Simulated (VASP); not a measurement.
# As in VASP: relaxation of the atoms with PBE+D3(BJ)

Aim: the relaxation of the atoms of As with PBE+D3(BJ).

All numbers are computed with VASP 6.6.1; they aren't measurements. Logs are shortened: lines on timing, memory, paths and dates and some standing lists are left out, and cuts for length are marked.

## Step 1: The slab as given

The cell holds a slab with vacuum, 2 atoms: a = 3.594 Å, b = 3.594 Å, c = 23.910 Å, α = 90.00°, β = 90.00°, γ = 120.00°.

The cell was built by a generator and needn't be a form met in nature.

## Step 2: Relaxation of the atoms, PBE+D3(BJ)

Input file INCAR:

```
SYSTEM = As
PREC = Accurate
ENCUT = 520
EDIFF = 1E-6
ISMEAR = 0
SIGMA = 0.04
LREAL = .FALSE.
LASPH = .TRUE.
NELM = 120
ALGO = Fast
ISIF = 2
LWAVE = .FALSE.
LCHARG = .FALSE.
LDIPOL = .TRUE.
IDIPOL = 3
DIPOL = 0.5 0.5 0.500
GGA = PE
IVDW = 12
IBRION = 2
NSW = 90
EDIFFG = -0.02
KPAR = 2
```

Input file KPOINTS:

```
regular mesh
0
G
  12 12 1
  0 0 0
```

Input file POSCAR:

```
As
1.0
    3.5936872800      0.0000000000      0.0000000000
   -1.7968436400      3.1122245200      0.0000000000
    0.0000000000      0.0000000000     23.9101451400
As
2
Direct
    0.6666670000      0.3333330000      0.4707237200
    0.0000000000      1.0000000000      0.5292762800
```

Potentials or basis: VASP PAW PBE potentials, release 64 (As).

The run is started by

```sh
$ cat potpaw_PBE.64/As/POTCAR > POTCAR
$ mpirun -np 2 vasp_std > vasp.out
```

OUTCAR:

```text
SYSTEM = As
   PREC = Accurate
   ENCUT = 520
   EDIFF = 1E-6
   ISMEAR = 0
   LREAL = .FALSE.
   LASPH = .TRUE.
   NELM = 120
   ISIF = 2
   GGA = PE
   IVDW = 12
   IBRION = 2
   NSW = 90
   EDIFFG = -0.02
 IVDW          = 12

 ion  position               nearest neighbor table
   1  0.667  0.333  0.471-   2 2.50   2 2.50   2 2.50
   2  0.000  0.000  0.529-   1 2.50   1 2.50   1 2.50

  LATTYP: Found a hexagonal cell.
 ALAT       =     3.5936872800
 C/A-ratio  =     6.6533738962

  Lattice vectors:

 A1 = (   3.5936872800,   0.0000000000,   0.0000000000)
 A2 = (  -1.7968436400,   3.1122245200,   0.0000000000)
 A3 = (   0.0000000000,   0.0000000000,  23.9101451400)

Analysis of symmetry for initial positions (statically):
=====================================================================
 Subroutine PRICEL returns:
 Original cell was already a primitive cell.

 Routine SETGRP: Setting up the symmetry group for a
 hexagonal supercell.

 Subroutine GETGRP returns: Found 12 space group operations
 (whereof  6 operations were pure point group operations)
 out of a pool of 24 trial point group operations.

The static configuration has the point symmetry C_3v.
 The point group associated with its full space group is D_3d.

Analysis of symmetry for dynamics (positions and initial velocities):
=====================================================================
 Subroutine PRICEL returns:
 Original cell was already a primitive cell.

 Routine SETGRP: Setting up the symmetry group for a
 hexagonal supercell.

 Subroutine GETGRP returns: Found 12 space group operations
 (whereof  6 operations were pure point group operations)
 out of a pool of 24 trial point group operations.

The dynamic configuration has the point symmetry C_3v.
 The point group associated with its full space group is D_3d.

 Subroutine INISYM returns: Found 12 space group operations
 (whereof  6 operations are pure point group operations),
 and found     1 'primitive' translations

----------------------------------------------------------------------------------------

                                     Primitive cell

  volume of cell :     267.4197

  direct lattice vectors                    reciprocal lattice vectors
     3.593687280  0.000000000  0.000000000     0.278265726  0.160656790  0.000000000
    -1.796843640  3.112224520  0.000000000     0.000000000  0.321313579  0.000000000
     0.000000000  0.000000000 23.910145140     0.000000000  0.000000000  0.041823251

  length of vectors
     3.593687280  3.593687317 23.910145140     0.321313583  0.321313579  0.041823251

  position of ions in fractional coordinates (direct lattice)
     0.666667000  0.333333000  0.470723720
     0.000000000  0.000000000  0.529276280

  ion indices of the primitive-cell ions
   primitive index   ion index
                 1           1
                 2           2

----------------------------------------------------------------------------------------

 KPOINTS: regular mesh

Automatic generation of k-mesh.
 Grid dimensions read from file:
 generate k-points for:   12   12    1

 Generating k-lattice:

  Cartesian coordinates                     Fractional coordinates (reciprocal lattice)
     0.023188811  0.013388066  0.000000000     0.083333333  0.000000000  0.000000000
     0.000000000  0.026776132  0.000000000     0.000000000  0.083333333  0.000000000
     0.000000000  0.000000000  0.041823251     0.000000000  0.000000000  1.000000000

  Length of vectors
     0.026776132  0.026776132  0.041823251

  Shift w.r.t. Gamma in fractional coordinates (k-lattice)
     0.000000000  0.000000000  0.000000000

 Subroutine IBZKPT returns following result:
 ===========================================

 Found     19 irreducible k-points:

 Following reciprocal coordinates:
            Coordinates               Weight
  0.000000  0.000000  0.000000      1.000000
  0.083333  0.000000  0.000000      6.000000
  0.166667 -0.000000  0.000000      6.000000
  0.250000  0.000000  0.000000      6.000000
  0.333333 -0.000000  0.000000      6.000000
  0.416667 -0.000000  0.000000      6.000000
[... 11 lines left out ...]
  0.333333  0.250000  0.000000     12.000000
  0.333333  0.333333  0.000000      2.000000
   k-points           NKPTS =     19   k-points in BZ     NKDIM =     19   number of bands    NBANDS=      9
   number of dos      NEDOS =    301   number of ions     NIONS =      2
   total plane-waves  NPLWV = 141120
   dimension x,y,z NGX =    28 NGY =   28 NGZ =  180
   dimension x,y,z NGXF=    56 NGYF=   56 NGZF=  360
   ions per type =               2
   NGX,Y,Z   is equivalent  to a cutoff of  12.95, 12.95, 12.52 a.u.
   NGXF,Y,Z  is equivalent  to a cutoff of  25.91, 25.91, 25.03 a.u.
 SYSTEM =  As
   PREC   = accura    normal or accurate (medium, high low for compatibility)
   ISTART =      0    job   : 0-new  1-cont  2-samecut
   ICHARG =      2    charge: 1-file 2-atom 10-const
   ISPIN  =      1    spin polarized calculation?
   LNONCOLLINEAR =      F non collinear calculations
   LSORBIT =      F    spin-orbit coupling
   LASPH  =      T    aspherical Exc in radial PAW
   ENCUT  =  520.0 eV  38.22 Ry    6.18 a.u.   6.68  6.68 44.46*2*pi/ulx,y,z
   NELM   =    120;   NELMIN=  2; NELMDL= -5     # of ELM steps
   EDIFF  = 0.1E-05   stopping-criterion for ELM
   LREAL  =      F    real-space projection
   EDIFFG = -.2E-01   stopping-criterion for IOM
   NSW    =     90    number of steps for IOM
   IBRION =      2    ionic relax: 0-MD 1-quasi-New 2-CG
   NFREE  =      1    steps in history (QN), initial steepest desc. (CG)
   ISIF   =      2    stress and relaxation
   ISYM   =      2    0-nonsym 1-usesym 2-fastsym
   POTIM  = 0.5000    time-step for ionic-motion
   TEBEG  =    0.0;   TEEND  =   0.0 temperature during run
   PSTRESS=    0.0 pullay stress
   NELECT =      10.0000    total number of electrons
   NUPDOWN=      -1.0000    fix difference up-down
   EMIN   =  10.00;   EMAX   =-10.00  energy-range for DOS
   EFERMI =   0.00;   METHOD = LEGACY
   ISMEAR =     0;   SIGMA  =   0.04  broadening in eV -4-tet -1-fermi 0-gaus
   EFERMI_NEDOS =   21; number of points for ismear=-14 and -15
   IALGO  =     68    algorithm
   IMIX   =      4    mixing-type and parameters
     AMIX     =   0.40;   BMIX     =  1.00
     AMIX_MAG =   1.60;   BMIX_MAG =  1.00
  volume/ion in A,a.u.               =     133.71       902.32
  Fermi-wavevector in a.u.,A,eV,Ry     =   0.547449  1.034529  4.077672  0.299700
  Thomas-Fermi vector in A             =   1.577705
   LORBIT       =      0    0 simple, 1 ext, 2 COOP (PROOUT), +10 PAW based schemes
   GGA     = PE    functional components
   LHFCALC =     F    Hartree Fock is set to
   AEXX    =    0.0000 exact exchange contribution
   IVDW    =    12    specifies the selected vdW correction
   LEPSILON=     F    determine dielectric tensor
   LRPA    =     F    only Hartree local field effects (RPA)
 conjugate gradient relaxation of ions
 non-spin polarized calculation
 RMM-DIIS sequential band-by-band and
 Gauss-broadening in eV      SIGMA  =   0.04
  energy-cutoff  :      520.00
  volume of cell :      267.42
 maximum number of plane-waves:      7265
 NGX is ok and might be reduce to    28
   NGX = 13   NGY = 13   NGZ = 89

 number of electron      10.0000000 magnetization

 number of electron       9.9999999 magnetization

 dipolmoment           0.000000      0.000000     -0.000000 electrons x Angstroem

 Free energy of the ion-electron system (eV)
  ---------------------------------------------------
  ext. energy  EPLUGINS =         0.00000000
  ---------------------------------------------------
  free energy    TOTEN  =        -9.33287597 eV

  energy without entropy =       -9.33287597  energy(sigma->0) =       -9.33287597

 E-fermi :  -3.5511     XC(G=0):  -2.2075

 val. band max:       -3.7392100698   @ k =   0.0000   0.0000   0.0000
 cond. band min:      -2.1586884716   @ k =   0.3333  -0.0000   0.0000
 fundamental gap:      1.5805215981
 Fermi energy:        -3.5511331044

 k-point     1 :       0.0000    0.0000    0.0000
  band No.  band energies     occupation
      1     -17.2778      2.00000
      2     -10.9668      2.00000
      3      -4.3578      2.00000
      4      -3.7392      2.00000
      5      -3.7392      2.00000
      6      -1.7716      0.00000
      7      -0.2469      0.00000
      8      -0.2469      0.00000
      9       1.3085      0.00000

 k-point     2 :       0.0833    0.0000    0.0000
  band No.  band energies     occupation
      1     -17.1849      2.00000
      2     -10.9522      2.00000
      3      -4.6387      2.00000
      4      -4.3117      2.00000
      5      -3.9480      2.00000
      6      -1.1571      0.00000
      7      -0.3556      0.00000
      8      -0.0358      0.00000
      9       1.2073      0.00000

 k-point     3 :       0.1667   -0.0000    0.0000
  band No.  band energies     occupation
      1     -16.9091      2.00000
      2     -10.9555      2.00000
      3      -5.9717      2.00000
      4      -4.4102      2.00000
      5      -4.2113      2.00000
      6      -1.4961      0.00000
      7       0.3346      0.00000
      8       0.3767      0.00000
      9       1.5486      0.00000
[... 169 lines left out ...]
 k-point    18 :       0.3333    0.2500    0.0000
  band No.  band energies     occupation
      1     -14.3389      2.00000
      2     -13.1121      2.00000
      3      -7.9153      2.00000
      4      -6.2422      2.00000
      5      -5.3316      2.00000
      6      -1.5466      0.00000
      7       0.3090      0.00000
      8       0.9018      0.00000
      9       3.9919      0.00000

 k-point    19 :       0.3333    0.3333    0.0000
  band No.  band energies     occupation
      1     -13.7092      2.00000
      2     -13.7092      2.00000
      3      -8.1473      2.00000
      4      -5.7680      2.00000
      5      -5.7680      2.00000
      6      -1.7935      0.00000
      7       0.7892      0.00000
      8       0.7893      0.00000
      9       4.3086      0.00000

------------------------ aborting loop because EDIFF is reached ----------------------------------------

 vacuum level on the upper side and lower side of the slab       (xc-potential included)        -0.008        -0.008

 Edisp (eV)   -0.41822

 E8    (eV) :    -0.1898

  FORCE on cell =-STRESS in cart. coord.  units (eV):
  Direction    XX          YY          ZZ          XY          YZ          ZX
  --------------------------------------------------------------------------------------
  -------------------------------------------------------------------------------------
  Total      -0.25642    -0.25642    -0.02585     0.00000     0.00000     0.00000
  in kB      -1.53626    -1.53626    -0.15487     0.00000     0.00000     0.00000
  external pressure =       -1.08 kB  Pullay stress =        0.00 kB

 VOLUME and BASIS-vectors are now :
 -----------------------------------------------------------------------------
  energy-cutoff  :      520.00
  volume of cell :      267.42
      direct lattice vectors                 reciprocal lattice vectors
     3.593687280  0.000000000  0.000000000     0.278265726  0.160656790  0.000000000
    -1.796843640  3.112224520  0.000000000     0.000000000  0.321313579  0.000000000
     0.000000000  0.000000000 23.910145140     0.000000000  0.000000000  0.041823251

 POSITION                                       TOTAL-FORCE (eV/Angst)
 -----------------------------------------------------------------------------------
      1.79685      1.03741     11.25507         0.000000      0.000000      0.016470
      0.00000      0.00000     12.65507        -0.000000     -0.000000     -0.016470
 -----------------------------------------------------------------------------------
    total drift:                               -0.000356      0.000206     -0.000089

  FREE ENERGIE OF THE ION-ELECTRON SYSTEM (eV)
  ---------------------------------------------------
  free  energy   TOTEN  =        -9.7510912490 eV

  energy  without entropy=       -9.7510912490  energy(sigma->0) =       -9.75109125

 reached required accuracy - stopping structural energy minimisation

 vacuum level on the upper side and lower side of the slab         1.574         1.574
```

It took 44 s on 2 MPI ranks of Intel Xeon Platinum 8559C (Emerald Rapids), shared host; peak memory 0.35 GiB.

Results:

- Free energy: -9.7511 eV
- Largest force after relaxing: 0.016 eV/Å
- Band gap on the k mesh: 1.58 eV, indirect (least direct gap 1.97 eV)
- Dispersion energy per atom: -0.209 eV

Forces in eV/Å, atoms in the order of the input:
```
As   0.000  0.000  0.016
As   0.000  0.000 -0.016
```

Final structure:
```
CELL_PARAMETERS angstrom
3.59369 0.00000 0.00000
-1.79684 3.11222 0.00000
0.00000 0.00000 23.91015
ATOMIC_POSITIONS crystal
As 0.66667 0.33333 0.47072
As 0.00000 0.00000 0.52928
```

Levels at points of the mesh, in eV from the valence-band top:
```csv
k point,band 3,band 4,band 5,band 6,band 7,band 8
"(0.00, 0.00, 0.00)",-0.62,0.00,0.00,1.97,3.49,3.49
"(0.50, 0.00, 0.00)",-3.46,-1.89,-1.62,1.95,3.09,4.49
```

Caveat: the relaxation stopped at its first step, so nothing moved.
